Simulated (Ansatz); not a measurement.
Runs of Ansatz 0.2.0 on Ge. The structure is orthorhombic, space group Cmmm (No. 65). Conventional cell: a = 2.794 Å, b = 5.201 Å, c = 2.698 Å, α = 90.00°, β = 90.00°, γ = 90.00°. Ge (site symmetry mmm) has 8 Ge at 2.70 to 2.95 Å as nearest neighbours. This isn't the form of Ge at room conditions, which is diamond.

```tsv
task	level	spin	k mesh	cutoff (eV)	points for each segment of the path	mesh quality	gap on the mesh (eV)	pressure (GPa)	V0 of scaled cells (Å³/atom)	B0 (GPa)
band structure	PBEsol	SOC, no magnetisation	11 × 11 × 10	420	14	not flagged	none	-4.1	-	-
band structure	r2SCAN	off	11 × 11 × 10	500	14	not flagged	none	-3.0	-	-
band structure	LDA	off	11 × 11 × 10	420	14	not flagged	none	-5.6	-	-
equation of state	r2SCAN	off	11 × 11 × 10	500	-	not flagged	-	-	(a)	(b)
equation of state	PBE0	off	6 × 6 × 6	420	-	coarse	-	-	18.77	84
```

Alike in all rows: potentials or basis Ansatz PAW; cell as given; smearing fermi-dirac 0.05 eV.

**Question.** Estimate the missing entries.

**Answer.** (a) 18.74; (b) 73.

Caveats: some runs use coarse meshes; the PAW data sets come from PBE, with cores solved anew for the run's functional, which leaves a small shift of forces and pressure (some runs); the cell was scaled at fixed shape and fractional positions, which overstates the stiffness of a crystal with free parameters, most of all of layers and chains (some runs); the PAW data sets were made with another functional, which shifts forces and pressure a little (some runs).

A k mesh can miss the band edges, and rows without SOC leave out spin-orbit coupling on Ge.

A gap of «none» marks a metal or a gap under the smearing width.
